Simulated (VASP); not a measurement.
The system is Zn.

```
CELL_PARAMETERS angstrom
0.00000 1.96478 1.96478
1.96478 0.00000 1.96478
1.96478 1.96478 0.00000
ATOMIC_POSITIONS crystal
Zn 0.00000 0.00000 0.00000
```

This isn't the form of Zn at room conditions, which is hcp.

* Program: VASP 6.6.1
* Task: relaxation of cell and atoms
* Functional: r2SCAN
* Potentials or basis: VASP PAW PBE potentials, release 64 (Zn)
* Cutoff: 600 eV
* k mesh: 18 × 18 × 18
* Occupations: gaussian, width 0.1 eV
* Spin: no spin polarisation

At the start: pressure -4.3 GPa; volume 15.17 Å³/atom.

Where does the relaxation end?

Over 4 steps the energy falls by 12.9 meV/atom and the volume is 14.33 Å³/atom (-5.5 %); space group Fm-3m (No. 225, to 0.05 Å).

Step by step:
| step | energy change (eV) | largest force (eV/Å) | pressure (GPa) | volume (Å³) |
| --- | --- | --- | --- | --- |
| 1 | 0.0000 | 0.0000 | -4.28 | 15.17 |
| 2 | -0.0129 | 0.0000 | 0.25 | 14.30 |
| 3 | -0.0129 | 0.0000 | -0.14 | 14.33 |
| 4 | -0.0129 | 0.0000 | 0.04 | 14.33 |

Final structure:
```
CELL_PARAMETERS angstrom
0.00000 1.92777 1.92777
1.92777 0.00000 1.92777
1.92777 1.92777 0.00000
ATOMIC_POSITIONS crystal
Zn 0.00000 0.00000 0.00000
```

Caveat: the PAW data sets were made with another functional, which shifts forces and pressure a little.
